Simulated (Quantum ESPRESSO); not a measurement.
WC (Qusongite):

```xyz
2
Lattice="2.9065 0.0000 0.0000 -1.4532 2.5171 0.0000 0.0000 0.0000 2.8366" Properties=species:S:1:pos:R:3 pbc="T T T"
W     0.0000    0.0000    0.0000
C     1.4533    0.8390    1.4183
```

Base run:

- Program: Quantum ESPRESSO 7.5
- Functional: PBE
- Potentials or basis: PseudoDojo 0.4.1 SR PBE standard
- Cutoff: 1116 eV
- Density cutoff: 4463 eV
- k mesh: 10 × 10 × 9
- Occupations: fermi-dirac, width 0.05 eV
- Spin: no spin polarisation

Its results: band gap on the k mesh none (metal or under the smearing width); pressure 5.7 GPa.

Question: The run is repeated on the same cell with these changes: functional from PBE to LDA; potentials or basis from PseudoDojo 0.4.1 SR PBE standard to PseudoDojo 0.4.1 SR LDA standard. What comes out?

Answer: Band gap on the k mesh none (metal or under the smearing width); pressure -10.5 GPa.

Caveats: spin-orbit coupling is left out, which moves the levels of the heavy elements; some levels on the path didn't converge (some runs).
